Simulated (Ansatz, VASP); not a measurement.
## Eu in VASP and in Ansatz

```
CELL_PARAMETERS angstrom
-2.25599 2.25599 2.25599
2.25599 -2.25599 2.25599
2.25599 2.25599 -2.25599
ATOMIC_POSITIONS crystal
Eu 0.00000 0.00000 0.00000
```

Change from the starting cell: volume scaled by 0.94.

Alike in both runs: task single point; functional PBE; k mesh 8 × 8 × 8; occupations fermi-dirac, width 0.05 eV; collinear spin, ferromagnetic start.

```csv
,VASP,Ansatz
version,VASP 6.6.1,Ansatz 0.2.0
potentials or method,"VASP PAW PBE potentials, release 64 (Eu)",Ansatz PAW
plane-wave cutoff (eV),520,420
valence electrons in the cell,17,17
```

VASP gave:

- gap on the k mesh at the Fermi level (eV): none
- pressure (GPa): -1.3
- net moment per atom (μB): 7.30
- size of the moment on the site where the two differ most (μB): 6.68

Q: Which values does Ansatz return?

A: gap on the k mesh at the Fermi level (eV): none; pressure (GPa): -1.0; net moment per atom (μB): 7.30; size of the moment on the site where the two differ most (μB): 7.05.

Site moments also hang on the region over which each program counts them. A gap of «none» marks a metal or a gap that the smearing closes.

Caveats: spin-orbit coupling is left out, which moves the levels of the heavy elements. The state reached can hang on the start; a lower one may exist.
